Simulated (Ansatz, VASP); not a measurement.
**GaAs: VASP beside Ansatz**

Contents of INCAR:

```
ALGO     = Normal         # electronic algorithm
EDIFF    = 1E-6           # SCF threshold, eV
ENCUT    = 520            # plane-wave cutoff, eV
GGA      = PE             # functional
ISIF     = 2              # what is computed and relaxed
ISMEAR   = 0              # smearing method
LASPH    = True           # aspherical terms in the spheres
LCHARG   = False          # write CHGCAR
LREAL    = False          # projectors in reciprocal space
LWAVE    = False          # write WAVECAR
NBANDS   = 16             # bands
NELM     = 100            # most SCF steps
PREC     = Accurate       # precision mode
SIGMA    = 0.015          # smearing width, eV
```

File KPOINTS:

```
k-points
0
Gamma
  8 8 8
```

File POSCAR:

```
GaAs
1.0
    0.0000000000      2.8268500000      2.8268500000
    2.8268500000      0.0000000000      2.8268500000
    2.8268500000      2.8268500000      0.0000000000
As Ga
1 1
Direct
    0.7500000000      0.7500000000      0.7500000000
    0.0000000000      0.0000000000      0.0000000000
```

The input input.yaml:

```yaml
crystal:
  lattice:
    - [0.0, 2.82685, 2.82685]
    - [2.82685, 0.0, 2.82685]
    - [2.82685, 2.82685, 0.0]
  atoms:
    - { symbol: As, position: [0.75, 0.75, 0.75] }
    - { symbol: Ga, position: [0.0, 0.0, 0.0] }
kpoints:
  mp_grid: { grid: [8, 8, 8] }
scf:
  occupations: { method: gaussian, width: 0.015 }
hamiltonian:
  xc: pbe
  pseudopotentials: { kind: all_electron, lapw: { basis_error: 0.001 } }
output:
  forces: true
  stress: true
  eigenvalues: true
```

Alike in both runs: task single point; functional PBE; k mesh 8 × 8 × 8; occupations gaussian, width 0.015 eV; no spin polarisation.

|  | VASP | Ansatz |
| --- | --- | --- |
| version | VASP 6.6.1 | Ansatz 0.2.0 |
| potentials or method | VASP PAW PBE potentials, release 64 (As, Ga_d) | all-electron LAPW, scalar-relativistic |
| plane-wave cutoff (eV) | 520 | see its input |

|  | VASP | Ansatz | Ansatz less VASP |
| --- | --- | --- | --- |
| gap on the k mesh at the Fermi level (eV) | 0.52 | 0.52 | +0.001 |
| least direct gap on the mesh (eV) | 0.52 | 0.52 | +0.001 |
| pressure (GPa) | 3.4 | 3.3 | -0.17 |

Ansatz ran all-electron here, so the differences hold the error of VASP's frozen core and of both bases.

A k mesh can miss the band edges. As with any semilocal functional, this PBE gap is likely too small.
